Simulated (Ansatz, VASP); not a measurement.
# AlN: VASP beside Ansatz

The input INCAR:

```
SYSTEM = AlN
PREC = Accurate ; ENCUT = 600
EDIFF = 1E-7 ; ISMEAR = 0
SIGMA = 0.01 ; LREAL = .False.
LASPH = .True. ; NELM = 80
ALGO = Normal ; ISIF = 3
LWAVE = .False. ; LCHARG = .False.
GGA = PE ; IBRION = 2
NSW = 80 ; EDIFFG = -0.003
```

File KPOINTS:

```
Automatic mesh
0
Gamma
  8 8 4
  0 0 0
```

POSCAR

```
AlN
1.0
    3.1100000000      0.0000000000      0.0000000000
   -1.5550000000      2.6933390100      0.0000000000
    0.0000000000      0.0000000000      4.9800000000
Al N
2 2
Direct
    0.3333333333      0.6666666667      0.0000000000
    0.6666666667      0.3333333333      0.5000000000
    0.3333333333      0.6666666667      0.3820000000
    0.6666666667      0.3333333333      0.8820000000
```

Input for Ansatz:

```yaml
crystal:
  lattice:
    - [3.11, 0.0, 0.0]
    - [-1.555, 2.69333901, 0.0]
    - [0.0, 0.0, 4.98]
  atoms:
    - { symbol: Al, position: [0.3333333333, 0.6666666667, 0.0] }
    - { symbol: Al, position: [0.6666666667, 0.3333333333, 0.5] }
    - { symbol: "N", position: [0.3333333333, 0.6666666667, 0.382] }
    - { symbol: "N", position: [0.6666666667, 0.3333333333, 0.882] }
scf:
  occupations: { method: fixed }
output:
  forces: true
  stress: true
  eigenvalues: true
  write_density: true
  write_potential: true
  elf: true
  volumetric_format: npy
hamiltonian:
  xc: pbe
relax:
  f_tol: 0.003
  max_steps: 60
  cell: { stress_tol: 0.02 }
kpoints:
  mp_grid: { grid: [8, 8, 4] }
```

Alike in both runs: task relaxation of cell and atoms; functional PBE; k mesh 8 × 8 × 4; no spin polarisation.

```csv
,VASP,Ansatz
version,VASP 6.6.1,Ansatz 0.2.0
potentials or method,"VASP PAW PBE potentials, release 64 (Al, N)","scalar-relativistic, plane waves, PAW"
plane-wave cutoff (eV),600,420
occupations,"gaussian, width 0.01 eV",fixed
valence electrons in the cell,16,16
```

VASP gave:

```
gap on the k mesh at the Fermi level, each at its own relaxed structure (eV) : 4.06
relaxed volume (Å³/atom)                                                     : 10.62
relaxed cell length with the largest relative difference (Å)                 : 3.128
energy change over the relaxation (meV/atom)                                 : -2
```

Q: Which values does Ansatz return?

A: gap on the k mesh at the Fermi level, each at its own relaxed structure (eV): 4.03; relaxed volume (Å³/atom): 10.65; relaxed cell length with the largest relative difference (Å): 3.130; energy change over the relaxation (meV/atom): -3.

As with any semilocal functional, this PBE gap is likely too small.
